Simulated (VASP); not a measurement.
# SrO in VASP: one cell, several levels of theory

SrO built on the rocksalt prototype, under +1.0 % biaxial strain in the (111) plane, free along [111] is computed at one geometry. Runs: PBE, r2SCAN. The results are then set beside those of Ansatz 0.2.0 for the same cell.

Code: VASP 6.6.1. PAW datasets, plane waves. No spin polarisation and no zero-point or thermal motion.

## (1) The system as given

The cell comes from an earlier relaxation with r2SCAN in another program, then strained, with the atoms relaxed again.

It is trigonal, R-3m (No. 166); a = 3.685 Å, c = 8.876 Å in the conventional setting, 17.40 Å³ an atom. Around Sr lie 6 O at 2.59 Å; around O lie 6 Sr at 2.59 Å.

As a file:

```
CELL_PARAMETERS angstrom
-0.02885 2.57684 2.57684
2.57684 -0.02885 2.57684
2.57684 2.57684 -0.02885
ATOMIC_POSITIONS crystal
Sr 0.00000 0.00000 0.00000
O 0.50000 0.50000 0.50000
```

## (2) PBE

The input, INCAR:

```
ENCUT = 520.000000
SIGMA = 0.020000
EDIFF = 1.00e-07
GGA = PE
PREC = Accurate
IBRION = -1
ISIF = 2
ISMEAR = -1
NBANDS = 15
NELM = 120
NSW = 0
LASPH = .TRUE.
LCHARG = .TRUE.
LELF = .TRUE.
LWAVE = .FALSE.
LREAL = .FALSE.
```

The input, KPOINTS:

```
KPOINTS created by Atomic Simulation Environment
0
Gamma
8 8 8
0 0 0
```

The input, KPOINTS_OPT:

```
special points
7
Reciprocal
0.0000000000 0.0000000000 0.0000000000 1
0.5000000000 0.0000000000 0.5000000000 1
0.6250000000 0.2500000000 0.6250000000 1
0.3750000000 0.3750000000 0.7500000000 1
0.5000000000 0.5000000000 0.5000000000 1
0.5000000000 0.2500000000 0.7500000000 1
0.0000000000 0.5000000000 0.5000000000 1
```

The input, POSCAR:

```
Sr O
 1.0000000000000000
    -0.0288464045000000    2.5768448447000001    2.5768448447000001
     2.5768448447000001   -0.0288464045000000    2.5768448447000001
     2.5768448447000001    2.5768448447000001   -0.0288464045000000
 Sr  O
   1   1
Cartesian
  0.0000000000000000  0.0000000000000000  0.0000000000000000
  2.5624216424499995  2.5624216424499995  2.5624216424499990
```

The run uses the recommended PBE PAW datasets (16 valence electrons a neutral cell).

On the command line:

```
$ mpirun -np 1 vasp_std
```

Printed to the terminal (iteration lines stand in OSZICAR):

```text
POSCAR found type information on POSCAR SrO
 POSCAR found :  2 types and       2 ions
 LDA part: xc-table for (Slater+PW92), standard interpolation
 POSCAR, INCAR and KPOINTS ok, starting setup
 FFT: planning ... GRIDC
 FFT: planning ... GRID_SOFT
 FFT: planning ... GRID
 WAVECAR not read
 entering main loop
 Start KPOINTS_OPT (optional k-point list driver)
k-point batch [1-7\7]
```

OSZICAR:

```text
N       E                     dE             d eps       ncg     rms          rms(c)
DAV:   1     0.679558830629E+02    0.67956E+02   -0.85067E+03  1950   0.104E+03
DAV:   2    -0.110117009424E+02   -0.78968E+02   -0.72350E+02  2718   0.219E+02
DAV:   3    -0.141847006270E+02   -0.31730E+01   -0.31581E+01  2431   0.399E+01
DAV:   4    -0.142489165397E+02   -0.64216E-01   -0.64207E-01  2537   0.549E+00
DAV:   5    -0.142505804533E+02   -0.16639E-02   -0.16639E-02  2473   0.688E-01    0.158E+01
DAV:   6    -0.122074817901E+02    0.20431E+01   -0.67618E+00  1992   0.193E+01    0.185E+01
DAV:   7    -0.120599668107E+02    0.14751E+00   -0.31369E-01  2314   0.493E+00    0.108E+01
DAV:   8    -0.120491805560E+02    0.10786E-01   -0.12114E-01  2510   0.349E+00    0.390E-01
DAV:   9    -0.120504104417E+02   -0.12299E-02   -0.60463E-03  2450   0.493E-01    0.234E-01
DAV:  10    -0.120508630551E+02   -0.45261E-03   -0.43978E-04  2174   0.198E-01    0.892E-02
DAV:  11    -0.120510166322E+02   -0.15358E-03   -0.15764E-04  2111   0.926E-02    0.277E-02
DAV:  12    -0.120510352992E+02   -0.18667E-04   -0.27996E-05  2104   0.387E-02    0.235E-02
DAV:  13    -0.120510352614E+02    0.37735E-07   -0.16769E-06  2251   0.114E-02    0.336E-03
DAV:  14    -0.120510351564E+02    0.10506E-06   -0.15488E-07  2562   0.299E-03    0.218E-03
DAV:  15    -0.120510351413E+02    0.15101E-07   -0.89460E-09  1122   0.930E-04
   1 F= -.12051035E+02 E0= -.12051035E+02  d E =-.119087E-10
       N       E                     dE             ncg
DAV:   1     0.679686546494E+03   -0.43920E+04      210
DAV:   2     0.168884946886E+03   -0.51080E+03      287
DAV:   3     0.149557660632E+03   -0.19327E+02      295
DAV:   4     0.148980420167E+03   -0.57724E+00      246
DAV:   5     0.148968885458E+03   -0.11535E-01      273
DAV:   6     0.148968495345E+03   -0.39011E-03      239
DAV:   7     0.148968482182E+03   -0.13163E-04      266
DAV:   8     0.148968481729E+03   -0.45256E-06      222
DAV:   9     0.148968481715E+03   -0.14253E-07      155
```

The lines after F= are the extra pass for the points of KPOINTS_OPT, at fixed density; their E is not a total energy.

OUTCAR, selected sections:

```text
k-points           NKPTS =     65   k-points in BZ     NKDIM =     65   number of bands    NBANDS=     15

   NELECT =      16.0000    total number of electrons

   dimension x,y,z NGX =    28 NGY =   28 NGZ =   28
   dimension x,y,z NGXF=    56 NGYF=   56 NGZF=   56

  energy-cutoff  :      520.00
  volume of cell :       34.80
      direct lattice vectors                 reciprocal lattice vectors
    -0.028846404  2.576844845  2.576844845    -0.190807576  0.192967747  0.192967747
     2.576844845 -0.028846404  2.576844845     0.192967747 -0.190807576  0.192967747
     2.576844845  2.576844845 -0.028846404     0.192967747  0.192967747 -0.190807576

 k-points in reciprocal lattice and weights: KPOINTS created by Atomic Simulation Env
   0.00000000  0.00000000  0.00000000       0.002
   0.12500000  0.00000000  0.00000000       0.012
   0.25000000  0.00000000  0.00000000       0.012
   0.37500000  0.00000000 -0.00000000       0.012
   0.50000000  0.00000000  0.00000000       0.006
   0.12500000  0.12500000  0.00000000       0.012
   0.25000000  0.12500000  0.00000000       0.023
   0.37500000  0.12500000 -0.00000000       0.023
[... 57 more k-points ...]

 E-fermi :   1.9623

 k-point     1 :       0.0000    0.0000    0.0000
  band No.  band energies     occupation
      1     -30.9201      2.00000
      2     -13.5058      2.00000
      3     -12.5833      2.00000
      4     -12.5833      2.00000
      5     -12.5766      2.00000
      6       1.5437      2.00000
      7       1.5437      2.00000
      8       1.5794      2.00000
      9       5.3695      0.00000
     10       7.6419      0.00000
     11       7.6419      0.00000
     12       7.8521      0.00000
     13       9.8301      0.00000
     14       9.8301      0.00000
     15      14.1523      0.00000

 k-point     2 :       0.1250    0.0000    0.0000
  band No.  band energies     occupation
      1     -30.9025      2.00000
      2     -13.8790      2.00000
      3     -12.5932      2.00000
      4     -12.5897      2.00000
      5     -12.2526      2.00000
      6       1.1021      2.00000
      7       1.3535      2.00000
      8       1.3928      2.00000
      9       6.0539      0.00000
     10       7.5318      0.00000
     11       7.9326      0.00000
     12       8.1268      0.00000
     13      10.2198      0.00000
     14      10.2212      0.00000
     15      15.1005      0.00000

 k-point     3 :       0.2500    0.0000    0.0000
  band No.  band energies     occupation
      1     -30.8596      2.00000
      2     -14.4370      2.00000
      3     -12.6193      2.00000
      4     -12.6170      2.00000
      5     -11.7996      2.00000
      6       0.2962      2.00000
      7       0.9421      2.00000
      8       0.9967      2.00000
      9       7.4113      0.00000
     10       7.6332      0.00000
     11       8.7185      0.00000
     12       8.9240      0.00000
     13      11.2013      0.00000
     14      11.2018      0.00000
     15      16.9815      0.00000

 k-point     4 :       0.3750    0.0000   -0.0000
  band No.  band energies     occupation
      1     -30.8160      2.00000
      2     -14.8476      2.00000
      3     -12.6484      2.00000
      4     -12.6403      2.00000
      5     -11.4940      2.00000
      6      -0.3373      2.00000
      7       0.5811      2.00000
      8       0.6488      2.00000
      9       7.7695      0.00000
     10       9.0935      0.00000
     11       9.6722      0.00000
     12       9.8904      0.00000
     13      12.4176      0.00000
     14      12.4326      0.00000
     15      16.6948      0.00000

 k-point     5 :       0.5000    0.0000    0.0000
  band No.  band energies     occupation
      1     -30.7979      2.00000
      2     -14.9968      2.00000
      3     -12.6603      2.00000
      4     -12.6499      2.00000
      5     -11.3885      2.00000
      6      -0.5713      2.00000
      7       0.4430      2.00000
      8       0.5156      2.00000
      9       7.9847      0.00000
     10       9.8155      0.00000
     11      10.1344      0.00000
     12      10.3520      0.00000
     13      13.2216      0.00000
     14      13.2476      0.00000
     15      15.9525      0.00000

[... the tables of k-points 6 to 65 left out ...]

  Total        0.2471657      0.2471657      0.2471657      0.1273736      0.1273736      0.1273736
  in kB       11.3807878     11.3807878     11.3807878      5.8649368      5.8649368      5.8649368
  external PRESSURE =      11.3807878 kB  Pullay stress =       0.0000000 kB

 POSITION                                       TOTAL-FORCE (eV/Angst)
 -----------------------------------------------------------------------------------
      0.00000      0.00000      0.00000         0.000000      0.000000      0.000000
      2.56242      2.56242      2.56242        -0.000000     -0.000000     -0.000000
 -----------------------------------------------------------------------------------
    total drift:                                0.000000      0.000000      0.000000

  FREE ENERGIE OF THE ION-ELECTRON SYSTEM (eV)
  ---------------------------------------------------
  free  energy   TOTEN  =       -12.0510351413 eV

  energy  without entropy=      -12.0510351413  energy(sigma->0) =      -12.05103514
```

Hardware: 1 MPI rank of Intel Xeon Platinum 8488C, shared host.

The levels at the points of KPOINTS_OPT are read from vasprun.xml.

Levels at the named points, in eV from the top of band v (v: the last filled band by count, c: the next):

```
point    v−1      v     c   c+1
    Γ  -0.04   0.00  3.79  6.06
    X  -0.14  -0.11  3.25  7.60
    U  -0.61  -0.53  4.76  7.73
    K  -0.61  -0.53  4.76  7.73
    L  -1.16  -1.16  6.46  8.27
    W  -0.50  -0.47  5.91  5.95
```

The PBE gap is 3.25 eV and indirect (Γ to X), with 3.36 eV as the least direct one. Pressure: 1.14 GPa; the forces vanish within 0.01 eV/Å.

The maps below are laid out on this run's own conventional cell (a, b, c = 3.685, 3.685, 8.876 Å).

Density in a lattice plane of the grid's cell (edges 3.69 and 8.88 Å, at 0.000 of the third edge), which holds Sr and O.

Ten even steps from '0' (0.03 e/Å³) to '9' (8.02 e/Å³):
```
3210000012
1000000000
0000000000
0000000000
0000000000
0000000000
0000000000
0000000000
4200000002
9610000016
4200000002
0000000000
0000000000
0000000000
0000000000
0000000000
0000000000
1000000000
3210000012
4310000013
```
Columns run along the first of these edges and rows up along the second, over one cell in 10 and 20 even steps from the bottom left corner. Atoms in the plane (fractional): Sr at (0.00, 0.00), O at (1.00, 0.50).

ELF in the same plane.

Ten even steps from ' ' (0.02) to '@' (0.83):
```
%%@@@@::  ..  ::@@@@
@@%%--  --++--  --%%
..    ::**##**::    
      ::------::    
                    
        --==--      
==::  ..==**==..  ::
@@%%--  ..--..  --%%
@@@@%%--      --%%@@
--%%@@**..  ..**@@%%
@@@@%%--      --%%@@
@@%%--  ..--..  --%%
==::  ..==**==..  ::
        --==--      
                    
      ::------::    
..    ::**##**::    
@@%%--  --++--  --%%
%%@@@@::  ..  ::@@@@
++%%@@++      ++@@%%
```
Columns run along the first of these edges and rows up along the second, over one cell in 10 and 20 even steps from the bottom left corner. Atoms in the plane (fractional): Sr at (0.00, 0.00), O at (1.00, 0.50).

Both are smooth fields of the valence electrons: close to the nuclei they are not physical.

The highest ELF values outside the cores: 0.83 in the shell around O, 0.6 Å from O.

## (3) r2SCAN at this geometry

The input, INCAR:

```
ENCUT = 520.000000
SIGMA = 0.010000
EDIFF = 1.00e-07
ALGO = Normal
METAGGA = R2SCAN
PREC = Accurate
IBRION = -1
ISIF = 2
ISMEAR = 0
NBANDS = 15
NELM = 120
NSW = 0
LASPH = .TRUE.
LCHARG = .TRUE.
LELF = .TRUE.
LWAVE = .FALSE.
LREAL = .FALSE.
```

KPOINTS is that of step 2.

KPOINTS_OPT is that of step 2.

POSCAR is that of step 2.

On the command line:

```
$ mpirun -np 1 vasp_std
```

Standard output, without the iteration lines:

```text
POSCAR found type information on POSCAR SrO
 POSCAR found :  2 types and       2 ions
 -----------------------------------------------------------------------------
|                                                                             |
|                                                                             |
|     You enforced a specific xc type in the INCAR file but a different       |
|     I HOPE YOU KNOW WHAT YOU ARE DOING!                                     |
|                                                                             |
 -----------------------------------------------------------------------------

 LDA part: xc-table for (None), standard interpolation
 POSCAR, INCAR and KPOINTS ok, starting setup
 FFT: planning ... GRIDC
 FFT: planning ... GRID_SOFT
 FFT: planning ... GRID
 WAVECAR not read
 entering main loop
 Start KPOINTS_OPT (optional k-point list driver)
k-point batch [1-7\7]
```

OSZICAR:

```text
N       E                     dE             d eps       ncg     rms          rms(c)
DAV:   1     0.499296319034E+02    0.49930E+02   -0.86771E+03  1950   0.107E+03
DAV:   2    -0.312767241207E+02   -0.81206E+02   -0.74420E+02  2725   0.226E+02
DAV:   3    -0.346482631373E+02   -0.33715E+01   -0.33521E+01  2517   0.417E+01
DAV:   4    -0.347100594063E+02   -0.61796E-01   -0.61788E-01  2380   0.553E+00
DAV:   5    -0.347112625805E+02   -0.12032E-02   -0.12032E-02  2444   0.641E-01    0.153E+01
DAV:   6    -0.269091910621E+02    0.78021E+01   -0.45544E+00  2741   0.168E+01    0.145E+01
DAV:   7    -0.270365732517E+02   -0.12738E+00   -0.17666E-01  1971   0.378E+00    0.824E+00
DAV:   8    -0.270562394487E+02   -0.19666E-01   -0.90899E-02  1999   0.316E+00    0.779E-01
DAV:   9    -0.270534854441E+02    0.27540E-02   -0.17012E-02  2482   0.123E+00    0.242E-01
DAV:  10    -0.270534330634E+02    0.52381E-04   -0.17656E-03  2097   0.422E-01    0.123E-01
DAV:  11    -0.270536135789E+02   -0.18052E-03   -0.35127E-04  1978   0.180E-01    0.686E-02
DAV:  12    -0.270536150854E+02   -0.15065E-05   -0.27601E-05  2559   0.421E-02    0.198E-02
DAV:  13    -0.270536117755E+02    0.33099E-05   -0.79648E-06  2384   0.271E-02    0.118E-02
DAV:  14    -0.270536116093E+02    0.16622E-06   -0.83956E-07  2377   0.806E-03    0.336E-03
DAV:  15    -0.270536114691E+02    0.14021E-06   -0.52098E-08  1241   0.192E-03    0.248E-03
DAV:  16    -0.270536114137E+02    0.55354E-07   -0.25962E-08  1045   0.145E-03
   1 F= -.27053611E+02 E0= -.27053611E+02  d E =-.515298E-78
       N       E                     dE             ncg
DAV:   1     0.620165153919E+03   -0.44515E+04      210
DAV:   2     0.849374394683E+02   -0.53523E+03      288
DAV:   3     0.661308778770E+02   -0.18807E+02      266
DAV:   4     0.655677454361E+02   -0.56313E+00      262
DAV:   5     0.655621244025E+02   -0.56210E-02      273
DAV:   6     0.655619876548E+02   -0.13675E-03      247
DAV:   7     0.655619838469E+02   -0.38080E-05      250
DAV:   8     0.655619837325E+02   -0.11436E-06      214
DAV:   9     0.655619837289E+02   -0.36023E-08      154
```

OUTCAR, selected sections:

```text
k-points           NKPTS =     65   k-points in BZ     NKDIM =     65   number of bands    NBANDS=     15

   NELECT =      16.0000    total number of electrons

   dimension x,y,z NGX =    28 NGY =   28 NGZ =   28
   dimension x,y,z NGXF=    56 NGYF=   56 NGZF=   56

  energy-cutoff  :      520.00
  volume of cell :       34.80
      direct lattice vectors                 reciprocal lattice vectors
    -0.028846404  2.576844845  2.576844845    -0.190807576  0.192967747  0.192967747
     2.576844845 -0.028846404  2.576844845     0.192967747 -0.190807576  0.192967747
     2.576844845  2.576844845 -0.028846404     0.192967747  0.192967747 -0.190807576

 k-points in reciprocal lattice and weights: KPOINTS created by Atomic Simulation Env
   0.00000000  0.00000000  0.00000000       0.002
   0.12500000  0.00000000  0.00000000       0.012
   0.25000000  0.00000000  0.00000000       0.012
   0.37500000  0.00000000 -0.00000000       0.012
   0.50000000  0.00000000  0.00000000       0.006
   0.12500000  0.12500000  0.00000000       0.012
   0.25000000  0.12500000  0.00000000       0.023
   0.37500000  0.12500000 -0.00000000       0.023
[... 57 more k-points ...]

 E-fermi :   1.3897

 k-point     1 :       0.0000    0.0000    0.0000
  band No.  band energies     occupation
      1     -32.3255      2.00000
      2     -14.7638      2.00000
      3     -13.3731      2.00000
      4     -13.3731      2.00000
      5     -13.3689      2.00000
      6       1.2239      2.00000
      7       1.2239      2.00000
      8       1.2598      2.00000
      9       5.7179      0.00000
     10       7.8861      0.00000
     11       7.8861      0.00000
     12       8.1000      0.00000
     13      10.2288      0.00000
     14      10.2288      0.00000
     15      14.4135      0.00000

 k-point     2 :       0.1250    0.0000    0.0000
  band No.  band energies     occupation
      1     -32.3077      2.00000
      2     -15.0520      2.00000
      3     -13.3824      2.00000
      4     -13.3810      2.00000
      5     -13.1280      2.00000
      6       0.8097      2.00000
      7       1.0373      2.00000
      8       1.0766      2.00000
      9       6.3875      0.00000
     10       7.7644      0.00000
     11       8.1830      0.00000
     12       8.3808      0.00000
     13      10.6246      0.00000
     14      10.6260      0.00000
     15      15.3875      0.00000

 k-point     3 :       0.2500    0.0000    0.0000
  band No.  band energies     occupation
      1     -32.2644      2.00000
      2     -15.5530      2.00000
      3     -13.4090      2.00000
      4     -13.4045      2.00000
      5     -12.7329      2.00000
      6       0.0244      2.00000
      7       0.6303      2.00000
      8       0.6847      2.00000
      9       7.6642      0.00000
     10       7.9390      0.00000
     11       8.9868      0.00000
     12       9.1966      0.00000
     13      11.6251      0.00000
     14      11.6255      0.00000
     15      17.3255      0.00000

 k-point     4 :       0.3750    0.0000   -0.0000
  band No.  band energies     occupation
      1     -32.2204      2.00000
      2     -15.9415      2.00000
      3     -13.4365      2.00000
      4     -13.4262      2.00000
      5     -12.4505      2.00000
      6      -0.6043      2.00000
      7       0.2703      2.00000
      8       0.3378      2.00000
      9       7.9958      0.00000
     10       9.4251      0.00000
     11       9.9663      0.00000
     12      10.1901      0.00000
     13      12.8609      0.00000
     14      12.8749      0.00000
     15      17.2493      0.00000

 k-point     5 :       0.5000    0.0000    0.0000
  band No.  band energies     occupation
      1     -32.2020      2.00000
      2     -16.0847      2.00000
      3     -13.4478      2.00000
      4     -13.4351      2.00000
      5     -12.3514      2.00000
      6      -0.8377      2.00000
      7       0.1320      2.00000
      8       0.2044      2.00000
      9       8.2222      0.00000
     10      10.1124      0.00000
     11      10.4444      0.00000
     12      10.6684      0.00000
     13      13.6652      0.00000
     14      13.6888      0.00000
     15      16.6369      0.00000

[... the tables of k-points 6 to 65 left out ...]

  Total       -0.1534960     -0.1534960     -0.1534960      0.1303453      0.1303453      0.1303453
  in kB       -7.0677474     -7.0677474     -7.0677474      6.0017731      6.0017731      6.0017731
  external PRESSURE =      -7.0677474 kB  Pullay stress =       0.0000000 kB

 POSITION                                       TOTAL-FORCE (eV/Angst)
 -----------------------------------------------------------------------------------
      0.00000      0.00000      0.00000         0.000000     -0.000000      0.000000
      2.56242      2.56242      2.56242        -0.000000      0.000000     -0.000000
 -----------------------------------------------------------------------------------
    total drift:                                0.000000      0.000000      0.000000

  FREE ENERGIE OF THE ION-ELECTRON SYSTEM (eV)
  ---------------------------------------------------
  free  energy   TOTEN  =       -27.0536114137 eV

  energy  without entropy=      -27.0536114137  energy(sigma->0) =      -27.05361141
```

Hardware: 1 MPI rank of Intel Xeon Platinum 8488C, shared host.

The levels at the points of KPOINTS_OPT are read from vasprun.xml.

Levels at the named points, in eV from the top of band v (v: the last filled band by count, c: the next):

```csv
point,v−1,v,c,c+1
Γ,-0.04,0.00,4.46,6.63
X,-0.14,-0.11,3.73,8.31
U,-0.61,-0.52,5.26,8.32
K,-0.61,-0.52,5.26,8.32
L,-1.16,-1.16,7.02,8.89
W,-0.49,-0.46,6.44,6.49
```

Gap with r2SCAN: 3.73 eV, valence top at Γ, conduction bottom at X. Least direct gap: 3.84 eV. Pressure: -0.71 GPa; the forces vanish within 0.01 eV/Å.

## (4) What came out

```
 level  gap (eV)  pressure (GPa)  Ansatz: gap (eV)  Ansatz: pressure (GPa)
   PBE      3.25            1.14              3.30                    0.62
r2SCAN      3.73           -0.71              3.78                   -1.20
```

What this shows: The gap spans 3.25 eV (PBE) to 3.73 eV (r2SCAN). The pressure is highest with PBE (1.1 GPa) and lowest with r2SCAN (-0.7 GPa), which orders the cells that they would relax to. The two programs agree on the gap within 0.06 eV, far less than the spread between functionals. Each program uses its own PAW datasets and cutoff.
